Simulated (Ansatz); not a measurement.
**InSb stretched along one axis: stress**

Cell: an entry of the Crystallography Open Database (COD), whose atoms a relaxation with PBE at fixed cell left in place.

```yaml
crystal:
  lattice:
    - [0.00000, 3.23910, 3.23910]
    - [3.23910, 0.00000, 3.23910]
    - [3.23910, 3.23910, 0.00000]
  atoms:
    - { symbol: In, position: [0.00000, 0.00000, 0.00000] }
    - { symbol: Sb, position: [0.75000, 0.75000, 0.75000] }
```

Atoms are numbered from 1 in the order listed; like atoms form one site, named after its first atom.

All values are calculated (Ansatz; DFT, PBE, plane waves and PAW, scalar-relativistic, 420 eV cutoff, Γ-centred 12×12×12 k-points, Fermi–Dirac smearing 0.05 eV), not measured.

The cell is stretched along z (the third Cartesian axis of the run's cell), x and y held, and the ions relax again each time. Tension counts as positive.

| strain along z (%) | stress along z (GPa) | stress along x (GPa) |
| --- | --- | --- |
| -3 | -5.3 | -4.6 |
| -2 | -4.5 | -4.1 |
| -1 | -3.8 | -3.6 |
| 0 | -3.1 | -3.1 |
| +1 | -2.5 | -2.7 |
| +2 | ? | ? |
| +3 | -1.2 | -2.0 |

Q: Estimate the row at +2 % from the others.

A: stress along z (GPa): -1.8; stress along x (GPa): -2.3. Worked: parabolas through the other 6 rows give -1.8 and -2.3 GPa at +2 %. Their slopes at zero strain are 68 GPa (C₁₁) and 43 GPa (C₁₂). They hold at this cell, where the calculated pressure is 3.1 GPa, and with no gap in the run.

All values belong to this cell and structure model.
